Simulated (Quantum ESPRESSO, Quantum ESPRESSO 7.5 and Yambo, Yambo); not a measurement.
# ZnSe (Stilleite): Bethe-Salpeter spectra with Yambo

Wanted: excitons and ε₂ of ZnSe (Stilleite), with cost.

Calculated with Quantum ESPRESSO 7.5 and Yambo 5.3.0; PBE and many-body steps on it, plane waves.

### Step 1. Set-up

It takes space group F-43m (No. 216, cubic). Conventional cell: a = 5.668 Å, b = 5.668 Å, c = 5.668 Å, α = 90.00°, β = 90.00°, γ = 90.00°. Nearest to Zn lie 4 Se at 2.45 Å. Nearest to Se lie 4 Zn at 2.45 Å. Farther neighbours and most contacts between anions are not listed.

As a file:

```cif
data_structure
_symmetry_space_group_name_H-M 'F-43m'
_symmetry_Int_Tables_number 216
_cell_length_a 5.6676
_cell_length_b 5.6676
_cell_length_c 5.6676
_cell_angle_alpha 90.000
_cell_angle_beta 90.000
_cell_angle_gamma 90.000
_cell_volume 182.05
loop_
_atom_site_label
_atom_site_type_symbol
_atom_site_symmetry_multiplicity
_atom_site_Wyckoff_symbol
_atom_site_fract_x
_atom_site_fract_y
_atom_site_fract_z
_atom_site_occupancy
Zn1 Zn 4 a 0.00000 0.00000 0.00000 1
Se1 Se 4 d 0.25000 0.25000 0.75000 1
```

The cell and positions come from the Crystallography Open Database and are kept as given unless a step says otherwise.

### Step 2. Empty states on the mesh, 4×4×4 mesh, 89 bands

This step: Quantum ESPRESSO 7.5; DFT, PBE, plane waves, norm-conserving pseudopotentials.

The sums over transitions need many empty states on a uniform mesh; this step solves for them.

Input file pw.in:

```
&control
  calculation = 'nscf'
  prefix = 'x'
  outdir = 'o'
  pseudo_dir = 'pseudo'
/
&system
  ibrav = 0
  nat = 2
  ntyp = 2
  ecutwfc = 104.0
  nbnd = 89
  force_symmorphic = .true.
/
&electrons
  conv_thr = 1e-9
  electron_maxstep = 80
  diago_full_acc = .true.
  diago_thr_init = 5e-6
/
ATOMIC_SPECIES
  Zn 65.38 Zn.upf
  Se 78.971 Se.upf
CELL_PARAMETERS angstrom
  -0.0000000000 2.8338000000 2.8338000000
  2.8338000000 -0.0000000000 2.8338000000
  2.8338000000 2.8338000000 0.0000000000
ATOMIC_POSITIONS crystal
  Zn 0.0000000000 0.0000000000 0.0000000000
  Se 0.2500000000 0.2500000000 0.2500000000
K_POINTS automatic
  4 4 4 0 0 0
```

Command:

```
> OMP_NUM_THREADS=1 mpirun -n 8 pw.x -nk 4 -in pw.in > pw.out
```

Log:

```text
Program PWSCF v.7.5 starts

     This program is part of the open-source Quantum ESPRESSO suite
     for quantum simulation of materials; please cite
         "P. Giannozzi et al., J. Phys.:Condens. Matter 21 395502 (2009);
         "P. Giannozzi et al., J. Phys.:Condens. Matter 29 465901 (2017);
         "P. Giannozzi et al., J. Chem. Phys. 152 154105 (2020);
     in publications or presentations arising from this work. More details at

     Atomic positions and unit cell read from directory:
     o/x.save/

     Message from routine setup:
[...]
-198.4430-137.9212-137.9212-137.9212-116.4660 -70.6257 -70.6257 -70.6257
[...]
66.8190  66.8190  66.8650  68.6406  68.6406  68.7404  68.8674  68.8674
    69.9700  70.4084  73.0952  73.0952  73.3192  73.4134  73.4134  74.2608
    77.1718

          k = 0.3536 0.0000 0.0000 (  5457 PWs)   bands (ev):

     [... further k-points ...]

     highest occupied, lowest unoccupied level (ev):     8.7791   10.0703

     XML data file, pseudopotentials, collected wavefunctions

=------------------------------------------------------------------------------=
   JOB DONE.
=------------------------------------------------------------------------------=
```

Run time: 5.2 s. Hardware: 8 MPI ranks of Arm Neoverse V2, shared host; peak memory 0.55 GiB.

Numbers from this step:

* gap: 1.291 eV
* k of the valence top: 0, 0, 0
* k of the conduction bottom: 0, 0, 0
* least direct gap: 1.291 eV
* k points computed: 8
* lowest point of the top converged band, above the valence top: 67.8994 eV

On this mesh the gap is 1.291 eV.

The density comes from a self-consistent run that is not shown.

### Step 3. Conversion and set-up

This step: Yambo 5.3.0; conversion and set-up on PBE, plane waves, norm-conserving pseudopotentials.

The states are converted to the many-body program's format and the q mesh is built.

Command:

```
> (cd o/x.save; p2y > p2y.log; mv SAVE ../..); yambo > setup.log
```

Log:

```text
 Yambo, version 5.3.0

 [02] CORE Variables Setup
 =========================

  [02.01] Unit cells
  ==================

  Cell kind             :  FCC
  Atoms in the cell     :  Zn  Se
  number of Zn atoms    :  1
  number of Se atoms    :  1

  List of atomic masses
  Mass of Zn    :  65.38000
  Mass of Se    :  78.97100

  List of atomic coordinates    : [cc]
  Zn1       :  0.000000  0.000000  0.000000  order 1
  Se1       :  2.677553  2.677553  2.677553  order 2

  Alat factors          :  5.355106  5.355106  5.355106 [a.u.]
  Direct lattice volume :  307.1384 [a.u.]
[...]
==========================================

 IBZ Q-points                                      :   8
 BZ  Q-points                                      :   64

 K/Q-points units:
 rlu = crystal or reduced units; cc = cartesian coordinates; iku = interal k-units

 Q [1]          [rlu]:  0.000000  0.000000  0.000000
 Q [2]          [rlu]:  0.33641E-17  0.33641E-17  0.25000
 Q [3]          [rlu]: -0.67283E-17 -0.67283E-17 -0.50000
[...]
Q [7]          [rlu]:  0.12061E-16 -0.50000     -0.50000
 Q [8]          [rlu]:  0.250000 -0.500000 -0.250000

  [03.01] X indexes
  =================

   [03.01.01] Sigma indexes
   ========================

 [06] Game Over & Game summary
```

It took 2.8 s on 1 MPI rank; peak memory 0.26 GiB.

### Step 4. Screening and self-energy, 4×4×4 mesh, 89 bands, screening to 129.3 eV

G0W0 replaces the xc potential by the self-energy, built once from these orbitals. Only a window of levels is corrected, while the sums run over the empty bands that the input names.

This step: G0W0 on PBE, plane waves, norm-conserving pseudopotentials.

Input file gw1.in:

```
HF_and_locXC
gw0
dyson
ppa
em1d
rim_cut
RandQpts= 1000000
RandGvec= 1 RL
EXXRLvcs= 104 Ry
VXCRLvcs= 416 Ry
Chimod= "HARTREE"
% BndsRnXp
 1 | 89 |
%
NGsBlkXp= 9.5 Ry
% LongDrXp
 1 | 1 | 1 |
%
% GbndRnge
 1 | 89 |
%
DysSolver= "n"
ExtendOut
PPAPntXp= 27.21138 eV
% QPkrange
 1 | 1 | 21 | 24 |
%
```

Command:

```
> OMP_NUM_THREADS=1 mpirun -n 8 yambo -F gw1.in -J gw1 -C gw1 > gw1.log
```

Log:

```text
 Yambo, version 5.3.0

 [02] CORE Variables Setup
 =========================

  [... cell, symmetries and grids as in the set-up ...]

  [02.05] Energies & Occupations
  ==============================

  [X] === General ===
  [X] Electronic Temperature                        :  0.000000  0.000000 [eV K]
  [X] Bosonic    Temperature                        :  0.000000  0.000000 [eV K]
  [X] Finite Temperature mode                       : no
  [X] El. density                                   :  0.96675E+24 [cm-3]
[...]
Sx RL components                                 :   5601

   QP @ state[ 1 ] K range                          :  1  1
   QP @ state[ 1 ] b range                          :  21  24
   GF energies kind                                 : Perdew, Burke & Ernzerhof(X)+Perdew, Burke & Ernzerhof(C)
   GF WF`s kind                                     : Perdew, Burke & Ernzerhof(X)+Perdew, Burke & Ernzerhof(C)
   Xs energies kind                                 : Perdew, Burke & Ernzerhof(X)+Perdew, Burke & Ernzerhof(C)
   Xs WF`s kind                                     : Perdew, Burke & Ernzerhof(X)+Perdew, Burke & Ernzerhof(C)

 [11] Game Over & Game summary
```

Elapsed: 64 s, on 8 MPI ranks; peak memory 4.2 GiB.

This step gave:

```yaml
g0w0_gap_on_the_points_computed: 2.042 eV
starting_gap_on_the_mesh: 1.291 eV
k_of_the_valence_top: 0, 0, 0
k_of_the_conduction_bottom: 0, 0, 0
least_direct_g0w0_gap_on_the_computed_points: 2.042 eV
```

The gap on the mesh goes from 1.29 eV to 2.04 eV, a correction of +0.75 eV.

The gap opens by 0.751 eV; the next steps shift the empty bands rigidly by 0.751 eV. The exciton steps add spin-orbit coupling, which this shift does not hold.

### Step 5. Empty states on the mesh, 4×4×4 mesh, 64 bands

This step: Quantum ESPRESSO 7.5; DFT, PBE with spin-orbit coupling, plane waves, norm-conserving pseudopotentials.

pw.in: that of step 2 with these lines changed.

```diff
@@ -11,4 +11,6 @@
   ecutwfc = 104.0
-  nbnd = 89
+  nbnd = 64
   force_symmorphic = .true.
+  noncolin = .true.
+  lspinorb = .true.
 /
```

Command:

```
> OMP_NUM_THREADS=1 mpirun -n 8 pw.x -nk 4 -in pw.in > pw.out
```

Log:

```text
[banner, memory and clock lines left out]
Program PWSCF v.7.5 starts

     Atomic positions and unit cell read from directory:
     o/x.save/

     Message from routine setup:
     using ibrav=0 with symmetry is DISCOURAGED, use correct ibrav instead

     bravais-lattice index     =            0
     lattice parameter (alat)  =       7.5733  a.u.
     unit-cell volume          =     307.1384 (a.u.)^3
     number of atoms/cell      =            2
     number of atomic types    =            2
     number of electrons       =        44.00
[...]
k =-0.3536-0.3536 0.3536 (  5480 PWs)   bands (ev):

  -198.3538-198.3538-141.8272-141.8272-135.9557-135.9557-135.9557-135.9557
  -116.4246-116.4246 -72.6620 -72.6620 -69.5972 -69.5972 -69.5972 -69.5972
[...]
15.2056  15.2056  17.3636  17.3636  19.7575  19.7575  21.8774  21.8774
    21.9571  21.9571  23.0135  23.0135  23.3006  23.3006  23.3557  23.3557

          k = 0.3536 0.0000 0.0000 (  5457 PWs)   bands (ev):

     [... further k-points ...]

     highest occupied, lowest unoccupied level (ev):     8.9102   10.0771

     XML data file, pseudopotentials, collected wavefunctions
```

Wall time 4.9 s (8 MPI ranks); peak memory 0.67 GiB.

Numbers from this step:

```
gap                                                           : 1.167 eV
k of the valence top                                          : 0, 0, 0
k of the conduction bottom                                    : 0, 0, 0
least direct gap                                              : 1.167 eV
k points computed                                             : 8
lowest point of the top converged band, above the valence top : 12.95 eV
```

On this mesh the gap is 1.167 eV.

The density comes from a self-consistent run that is not shown, made with spin-orbit coupling and fully relativistic files.

### Step 6. Conversion and set-up

This step: Yambo 5.3.0; conversion and set-up on PBE with spin-orbit coupling, plane waves, norm-conserving pseudopotentials.

Command:

```
> (cd o/x.save; p2y > p2y.log; mv SAVE ../..); yambo > setup.log
```

Log:

```text
 Yambo, version 5.3.0

 [02] CORE Variables Setup
 =========================

  [02.01] Unit cells
  ==================

  Cell kind             :  FCC
  Atoms in the cell     :  Zn  Se
  number of Zn atoms    :  1
  number of Se atoms    :  1

  List of atomic masses
  Mass of Zn    :  65.38000
  Mass of Se    :  78.97100

  List of atomic coordinates    : [cc]
  Zn1       :  0.000000  0.000000  0.000000  order 1
  Se1       :  2.677553  2.677553  2.677553  order 2

  Alat factors          :  5.355106  5.355106  5.355106 [a.u.]
  Direct lattice volume :  307.1384 [a.u.]
[...]
==========================================

 IBZ Q-points                                      :   8
 BZ  Q-points                                      :   64

 K/Q-points units:
 rlu = crystal or reduced units; cc = cartesian coordinates; iku = interal k-units

 Q [1]          [rlu]:  0.000000  0.000000  0.000000
 Q [2]          [rlu]:  0.33641E-17  0.33641E-17  0.25000
 Q [3]          [rlu]: -0.67283E-17 -0.67283E-17 -0.50000
[...]
Q [7]          [rlu]:  0.12061E-16 -0.50000     -0.50000
 Q [8]          [rlu]:  0.250000 -0.500000 -0.250000

  [03.01] X indexes
  =================

   [03.01.01] Sigma indexes
   ========================

 [06] Game Over & Game summary
```

Run time: 3.2 s. Hardware: 1 MPI rank; peak memory 0.25 GiB.

(Continued in part 2 of 4.)

[Paths, hosts, dates, memory and timing lines, banners, echoed tables and standing remarks are left out of the program output.]

[Logs are printed without paths, hosts, clocks, repeated set-up lines and the standing remarks that a program may print on its own settings, such as how far it seeks lower states.]

[Runs of the session that timed out or met a known fault of the program may be left out.]

[Hosts, paths, dates, database ids (printed as entryN), source tags and the programs' standing remarks are cut or masked in the printed files.]
